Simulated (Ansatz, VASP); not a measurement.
# Two plane-wave programs on Zr

```
Zr
1.0
     3.23279    0.00000    0.00000
    -1.61639    2.79968    0.00000
     0.00000    0.00000    5.16912
Zr
2
Direct
  0.33333 0.66667 0.25000
  0.66667 0.33333 0.75000
```

Alike in both runs: functional PBE; k mesh 15 × 15 × 8; occupations gaussian, width 0.1 eV; no spin polarisation.

Ansatz relaxed the structure, and its values are those at the end. VASP's run is a single point on that final structure, the one shown.

|  | VASP | Ansatz |
| --- | --- | --- |
| version | VASP 6.6.1 | Ansatz 0.2.0 |
| potentials or method | VASP PAW PBE potentials, release 64 (Zr_sv) | scalar-relativistic, plane waves, PAW |
| plane-wave cutoff (eV) | 520 | 420 |
| valence electrons in the cell | 24 | 24 |

```tsv
	VASP	Ansatz	Ansatz less VASP
gap on the k mesh at the Fermi level (eV)	none	none	-
pressure (GPa)	0.0	0.0	-0.01
```

A gap of «none» marks a metal or a gap that the smearing closes. The functional is the same, so the differences come from potentials, cutoffs and numerics.
